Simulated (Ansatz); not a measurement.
Crystal: Ru.

```xyz
2
Lattice="2.7058 0.0000 0.0000 -1.3529 2.3433 0.0000 0.0000 0.0000 4.2819" Properties=species:S:1:pos:R:3 pbc="T T T"
Ru    1.3529    0.7811    3.2114
Ru    0.0000    1.5622    1.0705
```

Base run:

| Property | Result |
| --- | --- |
| Program | Ansatz 0.2.0 |
| Functional | PBE |
| Potentials or basis | all-electron LAPW, scalar-relativistic |
| Cutoff | 281 eV (chosen from the basis error) |
| Basis error allowed | 0.001 eV/atom |
| k mesh | 11 × 11 × 6 |
| Occupations | fermi-dirac, width 0.05 eV |
| Spin | no spin polarisation |

Its results: pressure 4.5 GPa.

Question: After a change of settings the same cell gave: pressure -12.1 GPa. Which change was it?
A. functional from PBE to BLYP
B. occupations from fermi-dirac, width 0.05 eV to gaussian, width 0.018 eV
C. functional from PBE to LDA

Answer: C.

LDA binds more tightly than PBE, so the same cell stands under less pressure.
